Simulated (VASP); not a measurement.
As under changes of volume

One of the cells (20.461 Å³/atom); the others are scaled copies at fixed shape and fractional positions:

```
As
1.0
     1.88580    1.08876    3.32175
    -1.88580    1.08876    3.32175
     0.00000   -2.17753    3.32175
As
2
Direct
  0.23051 0.23051 0.23051
  0.76949 0.76949 0.76949
```

| Item | Value |
| --- | --- |
| Program | VASP 6.6.1 |
| Functional | LDA |
| Potentials or basis | VASP PAW LDA potentials, release 64 (As) |
| Cutoff | 520 eV |
| k mesh | 8 × 8 × 8 |
| Occupations | fermi-dirac, width 0.05 eV |
| Spin | no spin polarisation |

| volume (Å³/atom) | energy over the lowest point (meV/atom) | pressure (GPa) | largest force (eV/Å) |
| --- | --- | --- | --- |
| 19.642 | 9.44 | 3.8 | 0.247 |
| 20.051 | 2.28 | 1.8 | 0.117 |
| 20.461 | 0.00 | 0.0 | 0.002 |
| 20.870 | ? | ? | ? |
| 21.279 | 8.16 | -3.1 | 0.215 |

**Question.** What does the run at 20.870 Å³/atom give?

**Answer.** Energy over the lowest point 2.10 meV/atom; pressure -1.6 GPa; largest force 0.113 eV/Å.

Worked out: A Birch-Murnaghan fit of order 2 (a polynomial in V^(-2/3)) to the other rows has its minimum at 20.46 Å³/atom with B0 = V·E''(V) = 86 GPa at fixed shape and positions, which overstates the stiffness. It gives 2.09 meV/atom at 20.870 Å³/atom, against the run's 2.10, and -dE/dV = -1.6 GPa, against -1.6.

Energies are extrapolated to zero smearing.
